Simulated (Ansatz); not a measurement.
## VSe2 monolayer (2H): from the cell to its phonons

Aim: the vibrations of VSe2 monolayer (2H), their spectra, and whether the structure is stable.

Main program and level: Ansatz 0.2.0; DFT PBE, scalar-relativistic, plane waves, PAW.

Report form: the programs' logs are mostly left out.

## (1) The structure

The cell holds 3 atoms: 1 V and 2 Se. Its edges and angles: a = 3.300 Å, b = 3.300 Å, c = 20.000 Å, α = 90.0°, β = 90.0°, γ = 120.0°. Vacuum lies along c.

## (2) Rough relaxation

The start is far from rest, so a relaxation with loose tolerances brings it close first.

The program solves this slab on a cell height of its own, 30.5 Å, in place of the one typed.

File input.yaml:

```yaml
crystal:
  lattice:
    - [3.3, 0.0, 0.0]
    - [-1.65, 2.85788, 0.0]
    - [0.0, 0.0, 20.0]
  atoms:
    - { symbol: V, position: [0.333333, 0.666667, 0.5], spin: 1.02 }
    - { symbol: Se, position: [0.666667, 0.333333, 0.58325] }
    - { symbol: Se, position: [0.666667, 0.333333, 0.41675] }
  periodic: [true, true, false]
kpoints:
  mp_grid: { grid: [9, 9, 1] }
hamiltonian:
  xc: pbe
scf:
  occupations: { method: gaussian, width: 0.1 }
output:
  forces: true
  stress: true
  eigenvalues: true
  populations: true
magnetization:
  spin_polarized: true
relax:
  adjacent_minimum: "off"
  f_tol: 0.05
  max_steps: 80
  cell: { stress_2d_tol: 0.02 }
```

Started as:

```
$ ansatz run input.yaml --threads 8 --pin off --max-ram 14336MiB --backend cpu --events-out ev --progress --plain --runs-dir out
```

Wall time 21 s (8 threads of Arm Neoverse V1, shared host); peak memory 0.9 GiB; 2.5 min of CPU time.

The steps of the relaxation:

| step | energy less that of the first step (eV) | largest force component (eV/Å) | volume (Å³) |
| --- | --- | --- | --- |
| 1 | 0.0000 | 0.7346 | 287.27 |
| 2 | 0.0137 | 0.9079 | 301.95 |
| 3 | -0.0503 | 0.0888 | 291.86 |
| 4 | -0.0518 | 0.0073 | 293.32 |
| 5 | -0.0519 | 0.0005 | 294.18 |
| 6* | -0.0521 | 0.0007 | 294.18 |

Relaxation steps marked * repeat the geometry before them on a plane-wave basis chosen anew for their cell, so energy and pressure can jump there. Relaxation step 2 was tried and not accepted.

The run keeps the 12 symmetry operations that it works with, so distortions that break them were not tested.

| cell as run | before | after | change |
| --- | --- | --- | --- |
| a (Å) | 3.300 | 3.339 | +1.2 % |
| b (Å) | 3.300 | 3.339 | +1.2 % |

The atoms that moved most (Å, along periodic axes as changes of fractional coordinates times the final cell, across vacuum about the mean position):

| atom | dx | dy | dz | length |
| --- | --- | --- | --- | --- |
| Se3 | 0.000 | 0.000 | 0.067 | 0.067 |
| Se2 | 0.000 | 0.000 | -0.067 | 0.067 |

The relaxed structure:

```cif
data_structure
_symmetry_space_group_name_H-M 'P 1'
_symmetry_Int_Tables_number 1
_cell_length_a 3.3394
_cell_length_b 3.3394
_cell_length_c 30.4600
_cell_angle_alpha 90.000
_cell_angle_beta 90.000
_cell_angle_gamma 120.000
_cell_volume 294.18
loop_
_atom_site_label
_atom_site_type_symbol
_atom_site_fract_x
_atom_site_fract_y
_atom_site_fract_z
_atom_site_occupancy
V1 V 0.33333 0.66667 0.32830 1
Se2 Se 0.66667 0.33333 0.38077 1
Se3 Se 0.66667 0.33333 0.27583 1
```

Numbers from this step:

* magnetization: 0.9954 μB
* absolute magnetization: 1.310 μB
* site moments: 0.9225, -0.05539, -0.05539 μB
* gap on the k-mesh: 0.2379 eV
* gap by spin: 0.6790, 0.6177 eV
* direct gap on mesh: 0.6790 eV
* area per atom: 3.219 Å²

The relaxation ends with a largest force component of 6.9e-4 eV/Å.

## (3) Bringing the structure to rest

Harmonic phonons are second derivatives at a point where the forces vanish, and they are wanted at zero stress, so atoms and cell are relaxed first.

File input.yaml:

```yaml
crystal:
  lattice:
    - [3.3394343505, 0.0, 0.0]
    - [-1.6697171752, 2.8920349818, 0.0]
    - [0.0, 0.0, 30.46]
  atoms:
    - { symbol: V, position: [0.3333333333, 0.6666666667, 0.3282994091], spin: 1.01 }
    - { symbol: Se, position: [0.6666666667, 0.3333333333, 0.380772148] }
    - { symbol: Se, position: [0.6666666667, 0.3333333333, 0.2758266701] }
  periodic: [true, true, false]
kpoints:
  mp_grid: { grid: [12, 12, 1] }
hamiltonian:
  xc: pbe
scf:
  occupations: { method: gaussian, width: 0.01 }
output:
  forces: true
  stress: true
  eigenvalues: true
  populations: true
  write_density: true
  write_potential: true
  elf: true
  volumetric_format: npy
magnetization:
  spin_polarized: true
relax:
  adjacent_minimum: "off"
  f_tol: 0.005
  max_steps: 80
  cell: { stress_2d_tol: 0.02 }
```

Elapsed: 12 s, on 8 threads; peak memory 0.94 GiB; 89 s of CPU time.

Little changed from the start: no atom moved by 0.005 Å and no cell edge by 0.1 %.

Numbers from this step:

* magnetization: 1.0000 μB
* absolute magnetization: 1.313 μB
* site moments: 0.9258, -0.05514, -0.05514 μB
* gap on the k-mesh: 0.2327 eV
* gap by spin: 0.6792, 0.6104 eV
* direct gap on mesh: 0.6792 eV

Spin density in the ac plane at fractional y = 0.333, with atoms of Se within 0.2 Å of it.

Values in units of 1e-2 e/Å³, 24 rows by 14 columns, each cell a mean:
```
 0.0  0.0  0.0  0.0  0.0  0.0  0.0  0.0  0.0  0.0  0.0  0.0  0.0  0.0
 0.0  0.0  0.0  0.0  0.0  0.0  0.0  0.0  0.0  0.0  0.0  0.0  0.0  0.0
 0.0  0.0  0.0  0.0  0.0  0.0  0.0  0.0  0.0  0.0  0.0  0.0  0.0  0.0
 0.0  0.0  0.0  0.0  0.0  0.0  0.0  0.0  0.0  0.0  0.0  0.0  0.0  0.0
 0.0  0.0  0.0  0.0  0.0  0.0  0.0  0.0  0.0  0.0  0.0  0.0  0.0  0.0
 0.0  0.0  0.0  0.0  0.0  0.0  0.0  0.0  0.0  0.0  0.0  0.0  0.0  0.0
 0.0  0.0  0.0  0.0  0.0  0.0  0.0  0.0  0.0  0.0  0.0  0.0  0.0  0.0
 0.0  0.0  0.0  0.0  0.0  0.0  0.0  0.0  0.0  0.0  0.0  0.0  0.0  0.0
 0.0  0.0  0.0  0.0  0.0  0.0  0.0  0.0  0.0  0.0  0.0  0.0  0.0  0.0
 0.0  0.0  0.0  0.0  0.0  0.0  0.0  0.0  0.0  0.0  0.0  0.0  0.0  0.0
 0.0  0.0  0.0  0.0  0.0  0.0  0.0  0.0  0.0  0.0  0.0  0.0  0.0  0.0
 0.0  0.0  0.0  0.0  0.0  0.0  0.0  0.0  0.0  0.0  0.0  0.0  0.0  0.0
 0.0  0.0  0.0  0.0  0.0  0.0  0.0  0.0  0.0  0.0  0.0  0.0  0.0  0.0
 0.0  0.0  0.0  0.0  0.0  0.0  0.0  0.0  0.1  0.1  0.1  0.1  0.0  0.0
-0.4 -0.2 -0.1 -0.1 -0.3 -0.7 -1.0 -0.8  0.1  1.2  0.7 -0.4 -1.0 -0.9
 1.7  2.6  3.0  2.9  2.2  1.1  0.1 -0.6 -1.0 -1.1 -1.1 -0.9 -0.3  0.6
 2.2  3.2  3.8  3.6  2.8  1.6  0.5 -0.4 -0.9 -1.1 -1.1 -0.7 -0.1  0.9
-0.5 -0.2  0.0 -0.1 -0.3 -0.7 -1.1 -1.0  0.0  1.1  0.6 -0.6 -1.2 -1.0
 0.0  0.0  0.0  0.0  0.0  0.0  0.0  0.0  0.1  0.2  0.1  0.1  0.0  0.0
 0.0  0.0  0.0  0.0  0.0  0.0  0.0  0.0  0.0  0.0  0.0  0.0  0.0  0.0
 0.0  0.0  0.0  0.0  0.0  0.0  0.0  0.0  0.0  0.0  0.0  0.0  0.0  0.0
 0.0  0.0  0.0  0.0  0.0  0.0  0.0  0.0  0.0  0.0  0.0  0.0  0.0  0.0
 0.0  0.0  0.0  0.0  0.0  0.0  0.0  0.0  0.0  0.0  0.0  0.0  0.0  0.0
 0.0  0.0  0.0  0.0  0.0  0.0  0.0  0.0  0.0  0.0  0.0  0.0  0.0  0.0
```
Columns run along a (3.3 Å), rows up along c (30.5 Å). Atoms in or near the plane, at fractional coordinates: Se at (0.67, 0.38), Se at (0.67, 0.28).

ELF in the ac plane at fractional y = 0.333, with atoms of Se within 0.2 Å of it. It is the smooth field of the valence electrons, not physical close to the nuclei.

Values, 24 rows by 14 columns, each cell a mean:
```
0.00 0.00 0.00 0.00 0.00 0.00 0.00 0.00 0.00 0.00 0.00 0.00 0.00 0.00
0.00 0.00 0.00 0.00 0.00 0.00 0.00 0.00 0.00 0.00 0.00 0.00 0.00 0.00
0.00 0.00 0.00 0.00 0.00 0.00 0.00 0.00 0.00 0.00 0.00 0.00 0.00 0.00
0.00 0.00 0.00 0.00 0.00 0.00 0.00 0.00 0.00 0.00 0.00 0.00 0.00 0.00
0.00 0.00 0.00 0.00 0.00 0.00 0.00 0.00 0.00 0.00 0.00 0.00 0.00 0.00
0.00 0.00 0.00 0.00 0.00 0.00 0.00 0.00 0.00 0.00 0.00 0.00 0.00 0.00
0.00 0.00 0.00 0.00 0.00 0.00 0.00 0.00 0.00 0.00 0.00 0.00 0.00 0.00
0.00 0.00 0.00 0.00 0.00 0.00 0.00 0.00 0.00 0.00 0.00 0.00 0.00 0.00
0.00 0.00 0.00 0.00 0.00 0.00 0.00 0.00 0.00 0.00 0.00 0.00 0.00 0.00
0.00 0.00 0.00 0.00 0.00 0.00 0.00 0.00 0.00 0.00 0.00 0.00 0.00 0.00
0.00 0.00 0.00 0.00 0.00 0.00 0.00 0.00 0.00 0.00 0.00 0.00 0.00 0.00
0.00 0.00 0.00 0.00 0.00 0.00 0.00 0.00 0.00 0.00 0.00 0.00 0.00 0.00
0.01 0.00 0.00 0.00 0.00 0.01 0.03 0.06 0.09 0.11 0.10 0.08 0.05 0.02
0.20 0.06 0.02 0.03 0.12 0.33 0.52 0.64 0.70 0.73 0.72 0.68 0.59 0.43
0.60 0.32 0.15 0.20 0.47 0.71 0.78 0.74 0.61 0.51 0.55 0.68 0.78 0.76
0.37 0.22 0.15 0.17 0.30 0.46 0.56 0.58 0.54 0.50 0.51 0.56 0.58 0.53
0.32 0.19 0.14 0.16 0.26 0.41 0.51 0.54 0.52 0.49 0.50 0.53 0.53 0.47
0.61 0.34 0.16 0.22 0.49 0.72 0.78 0.73 0.58 0.46 0.51 0.66 0.77 0.77
0.24 0.07 0.03 0.04 0.14 0.38 0.57 0.69 0.75 0.77 0.76 0.72 0.64 0.49
0.01 0.00 0.00 0.00 0.01 0.02 0.05 0.09 0.12 0.14 0.13 0.11 0.07 0.03
0.00 0.00 0.00 0.00 0.00 0.00 0.00 0.00 0.00 0.00 0.00 0.00 0.00 0.00
0.00 0.00 0.00 0.00 0.00 0.00 0.00 0.00 0.00 0.00 0.00 0.00 0.00 0.00
0.00 0.00 0.00 0.00 0.00 0.00 0.00 0.00 0.00 0.00 0.00 0.00 0.00 0.00
0.00 0.00 0.00 0.00 0.00 0.00 0.00 0.00 0.00 0.00 0.00 0.00 0.00 0.00
```
Columns run along a (3.3 Å), rows up along c (30.5 Å). Atoms in or near the plane, at fractional coordinates: Se at (0.67, 0.38), Se at (0.67, 0.28).

Electrostatic potential energy in the ac plane at fractional y = 0.333, with atoms of Se within 0.2 Å of it. With pseudopotentials it is smooth inside the atoms' cores, unlike the true potential.

Ten even steps from '0' (-20 eV) to '9' (0 eV), each cell a mean:
```
99999999999999999
99999999999999999
99999999999999999
99999999999999999
99999999999999999
99999999999999999
99999999999999999
99999999999999999
99999999999999999
99999999999999999
99999999999999999
99999999999999999
99999999999999999
99999999998888999
68888752001221013
65555564333333345
65445565433333445
68888751001221002
99999999988888899
99999999999999999
99999999999999999
99999999999999999
99999999999999999
99999999999999999
```
Columns run along a (3.3 Å; values clipped at the 3rd and 97th percentile), rows up along c (30.5 Å). Atoms in or near the plane, at fractional coordinates: Se at (0.67, 0.38), Se at (0.67, 0.28).

## (4) Relaxing to small forces for the phonons

Phonons need a cell at rest on their own settings, so the relaxation is repeated with tight tolerances on forces and stress, using the mesh and the filling of the phonon run that follows.

input.yaml, the sections that differ from step 3:

```yaml
crystal:
  lattice:
    - [3.3394343505, 0.0, 0.0]
    - [-1.6697171752, 2.8920349818, 0.0]
    - [0.0, 0.0, 30.46]
  atoms:
    - { symbol: V, position: [0.3333333333, 0.6666666667, 0.3282994091], spin: 1.02 }
    - { symbol: Se, position: [0.6666666667, 0.3333333333, 0.380772148] }
    - { symbol: Se, position: [0.6666666667, 0.3333333333, 0.2758266701] }
  periodic: [true, true, false]
relax:
  adjacent_minimum: "off"
  f_tol: 0.001
  max_steps: 60
  cell: { stress_2d_tol: 0.002 }
# kpoints, hamiltonian, scf, output, magnetization: as in step 3
```

Wall time 22 s (8 threads); peak memory 0.95 GiB.

Little changed from the start: no atom moved by 0.005 Å and no cell edge by 0.1 %.

Numbers from this step:

* site moments: 0.9260, -0.05520, -0.05520 μB
* gap on the k-mesh: 0.2331 eV
* gap by spin: 0.6790, 0.6105 eV
* direct gap on mesh: 0.6790 eV
* area per atom: 3.22 Å²

Spin density in the ac plane at fractional y = 0.333, with atoms of Se within 0.2 Å of it.

Values in units of 1e-2 e/Å³, 24 rows by 14 columns, each cell a mean:
```
 0.0  0.0  0.0  0.0  0.0  0.0  0.0  0.0  0.0  0.0  0.0  0.0  0.0  0.0
 0.0  0.0  0.0  0.0  0.0  0.0  0.0  0.0  0.0  0.0  0.0  0.0  0.0  0.0
 0.0  0.0  0.0  0.0  0.0  0.0  0.0  0.0  0.0  0.0  0.0  0.0  0.0  0.0
 0.0  0.0  0.0  0.0  0.0  0.0  0.0  0.0  0.0  0.0  0.0  0.0  0.0  0.0
 0.0  0.0  0.0  0.0  0.0  0.0  0.0  0.0  0.0  0.0  0.0  0.0  0.0  0.0
 0.0  0.0  0.0  0.0  0.0  0.0  0.0  0.0  0.0  0.0  0.0  0.0  0.0  0.0
 0.0  0.0  0.0  0.0  0.0  0.0  0.0  0.0  0.0  0.0  0.0  0.0  0.0  0.0
 0.0  0.0  0.0  0.0  0.0  0.0  0.0  0.0  0.0  0.0  0.0  0.0  0.0  0.0
 0.0  0.0  0.0  0.0  0.0  0.0  0.0  0.0  0.0  0.0  0.0  0.0  0.0  0.0
 0.0  0.0  0.0  0.0  0.0  0.0  0.0  0.0  0.0  0.0  0.0  0.0  0.0  0.0
 0.0  0.0  0.0  0.0  0.0  0.0  0.0  0.0  0.0  0.0  0.0  0.0  0.0  0.0
 0.0  0.0  0.0  0.0  0.0  0.0  0.0  0.0  0.0  0.0  0.0  0.0  0.0  0.0
 0.0  0.0  0.0  0.0  0.0  0.0  0.0  0.0  0.0  0.0  0.0  0.0  0.0  0.0
 0.0  0.0  0.0  0.0  0.0  0.0  0.0  0.0  0.1  0.1  0.1  0.1  0.0  0.0
-0.5 -0.2 -0.1 -0.1 -0.3 -0.7 -1.0 -0.8  0.1  1.2  0.7 -0.4 -1.0 -0.9
 1.7  2.6  3.0  2.9  2.2  1.1  0.1 -0.6 -1.0 -1.1 -1.1 -0.9 -0.3  0.6
 2.2  3.2  3.8  3.6  2.8  1.6  0.5 -0.4 -0.9 -1.1 -1.1 -0.7 -0.1  0.9
-0.5 -0.2  0.0 -0.1 -0.3 -0.8 -1.1 -1.0  0.0  1.1  0.6 -0.6 -1.2 -1.0
 0.0  0.0  0.0  0.0  0.0  0.0  0.0  0.0  0.1  0.2  0.1  0.1  0.0  0.0
 0.0  0.0  0.0  0.0  0.0  0.0  0.0  0.0  0.0  0.0  0.0  0.0  0.0  0.0
 0.0  0.0  0.0  0.0  0.0  0.0  0.0  0.0  0.0  0.0  0.0  0.0  0.0  0.0
 0.0  0.0  0.0  0.0  0.0  0.0  0.0  0.0  0.0  0.0  0.0  0.0  0.0  0.0
 0.0  0.0  0.0  0.0  0.0  0.0  0.0  0.0  0.0  0.0  0.0  0.0  0.0  0.0
 0.0  0.0  0.0  0.0  0.0  0.0  0.0  0.0  0.0  0.0  0.0  0.0  0.0  0.0
```
Columns run along a (3.3 Å), rows up along c (30.5 Å). Atoms in or near the plane, at fractional coordinates: Se at (0.67, 0.38), Se at (0.67, 0.28).

Electrostatic potential energy in the ac plane at fractional y = 0.333, with atoms of Se within 0.2 Å of it. With pseudopotentials it is smooth inside the atoms' cores, unlike the true potential.

Ten even steps from '_' (-20 eV) to '@' (0 eV), each cell a mean:
```
@@@@@@@@@@@@@@@@@@@@@@@@@@@@@@@@@@
@@@@@@@@@@@@@@@@@@@@@@@@@@@@@@@@@@
@@@@@@@@@@@@@@@@@@@@@@@@@@@@@@@@@@
@@@@@@@@@@@@@@@@@@@@@@@@@@@@@@@@@@
@@@@@@@@@@@@@@@@@@@@@@@@@@@@@@@@@@
@@@@@@@@@@@@@@@@@@@@@@@@@@@@@@@@@@
@@@@@@@@@@@@@@@@@@@@@@@@@@@@@@@@@@
@@@@@@@@@@@@@@@@@@@@@@@@@@@@@@@@@@
@@@@@@@@@@@@@@@@@@@@@@@@@@@@@@@@@@
@@@@@@@@@@@@@@@@@@@@@@@@@@@@@@@@@@
@@@@@@@@@@@@@@@@@@@@@@@@@@@@@@@@@@
@@@@@@@@@@@@@@@@@@@@@@@@@@@@@@@@@@
@@@@@@@@@@@@@@@@@@@@@@@@@@@@@@@@@@
@@@@@@@@@@@@@@@@@@@@%%%%%%%%@@@@@@
**%%%%%%%%##++::____..::::..__..--
**++++++++++**==--------------==++
**++====++++**++==----------====++
**%%%%%%%%##++..____..::::..____::
@@@@@@@@@@@@@@@@@@%%%%%%%%%%%%@@@@
@@@@@@@@@@@@@@@@@@@@@@@@@@@@@@@@@@
@@@@@@@@@@@@@@@@@@@@@@@@@@@@@@@@@@
@@@@@@@@@@@@@@@@@@@@@@@@@@@@@@@@@@
@@@@@@@@@@@@@@@@@@@@@@@@@@@@@@@@@@
@@@@@@@@@@@@@@@@@@@@@@@@@@@@@@@@@@
```
Columns run along a (3.3 Å; values clipped at the 3rd and 97th percentile), rows up along c (30.5 Å). Atoms in or near the plane, at fractional coordinates: Se at (0.67, 0.38), Se at (0.67, 0.28).

Valence density in the ac plane at fractional y = 0.333, with atoms of Se within 0.2 Å of it. It is the smooth field of the valence electrons, not physical close to the nuclei.

Values in e/Å³, 24 rows by 14 columns, each cell a mean:
```
 0  0  0  0  0  0  0  0  0  0  0  0  0  0
 0  0  0  0  0  0  0  0  0  0  0  0  0  0
 0  0  0  0  0  0  0  0  0  0  0  0  0  0
 0  0  0  0  0  0  0  0  0  0  0  0  0  0
 0  0  0  0  0  0  0  0  0  0  0  0  0  0
 0  0  0  0  0  0  0  0  0  0  0  0  0  0
 0  0  0  0  0  0  0  0  0  0  0  0  0  0
 0  0  0  0  0  0  0  0  0  0  0  0  0  0
 0  0  0  0  0  0  0  0  0  0  0  0  0  0
 0  0  0  0  0  0  0  0  0  0  0  0  0  0
 0  0  0  0  0  0  0  0  0  0  0  0  0  0
 0  0  0  0  0  0  0  0  0  0  0  0  0  0
 0  0  0  0  0  0  0  0  0  0  0  0  0  0
 0  0  0  0  0  0  0  0  0  0  0  0  0  0
 0  0  0  0  0  0  1  3  8 16 13  5  2  1
 0  0  0  0  0  0  0  1  2  3  3  1  1  0
 0  0  0  0  0  0  0  1  1  2  1  1  1  0
 0  0  0  0  0  0  1  3  9 17 14  6  2  1
 0  0  0  0  0  0  0  0  0  0  0  0  0  0
 0  0  0  0  0  0  0  0  0  0  0  0  0  0
 0  0  0  0  0  0  0  0  0  0  0  0  0  0
 0  0  0  0  0  0  0  0  0  0  0  0  0  0
 0  0  0  0  0  0  0  0  0  0  0  0  0  0
 0  0  0  0  0  0  0  0  0  0  0  0  0  0
```
Columns run along a (3.3 Å), rows up along c (30.5 Å). Atoms in or near the plane, at fractional coordinates: Se at (0.67, 0.38), Se at (0.67, 0.28).

The largest force component left is 0.022 meV/Å, within the tolerances set.

## (5) Zone-centre response

The zone centre comes first: it holds the modes that light can see, as far as symmetry allows. No field response is asked.

input.yaml, the sections that differ from step 4:

```yaml
crystal:
  lattice:
    - [3.3395829188, 0.0, 0.0]
    - [-1.6697914594, 2.8921636457, 0.0]
    - [0.0, 0.0, 30.46]
  atoms:
    - { symbol: V, position: [0.3333333333, 0.6666666667, 0.3282994091], spin: 1.02 }
    - { symbol: Se, position: [0.6666666667, 0.3333333333, 0.3807764225] }
    - { symbol: Se, position: [0.6666666667, 0.3333333333, 0.2758223956] }
  periodic: [true, true, false]
output:
  eigenvalues: true
  populations: true
phonons:
  method: dfpt
# kpoints, hamiltonian, scf, magnetization: as in step 4
# relax: removed
```

Elapsed: 74 s, on 8 threads; peak memory 2.4 GiB.

Numbers from this step:

```
magnetization                                           : 1.000 μB
sum-rule residual before enforcement                    : 6.60e-5 eV/Å²
point group                                             : -6m2
highest optical mode at the zone centre (no LO-TO term) : 339.0 cm⁻¹
lowest optical zone-centre mode                         : 118.0 cm⁻¹
```

Without the LO-TO term. Patterns of degenerate modes are one choice out of their space. Modes at Γ, with each element's share of the kinetic energy:

| mode | frequency (cm⁻¹) | symmetry | V % | Se % |
| --- | --- | --- | --- | --- |
| 1 | 0.0 | acoustic | 24 | 76 |
| 2 | 0.0 | acoustic | 24 | 76 |
| 3 | 0.0 | acoustic | 24 | 76 |
| 4 | 118.0 | E'' | 0 | 100 |
| 5 | 118.0 | E'' | 0 | 100 |
| 6 | 219.0 | A1' | 0 | 100 |
| 7 | 265.5 | E' | 76 | 24 |
| 8 | 265.5 | E' | 76 | 24 |
| 9 | 339.0 | A2'' | 76 | 24 |

Displacements in mode 4 (118.0 cm⁻¹), the largest set to 1:
```
V1   0.00  0.00  0.00
Se2  1.00 -0.57  0.00
Se3 -1.00  0.57  0.00
```

Displacements in mode 8 (265.5 cm⁻¹), the largest set to 1:
```
V1   0.00  1.00  0.00
Se2  0.00 -0.32  0.00
Se3  0.00 -0.32  0.00
```

Before it was imposed, the acoustic sum rule was missed by 6.6e-5 eV/Å². Small misses are needed for a sound result but don't prove that mesh and cutoff are converged. The lowest optical mode is real, 118 cm⁻¹.

(Part 1 of 2 ends here.)

[Logs are printed without paths, hosts, clocks, repeated set-up lines and the standing remarks that a program may print on its own settings, such as how far it seeks lower states.]

[Hosts, paths, dates, database ids (printed as entryN), source tags and the programs' standing remarks are cut or masked in the printed files.]
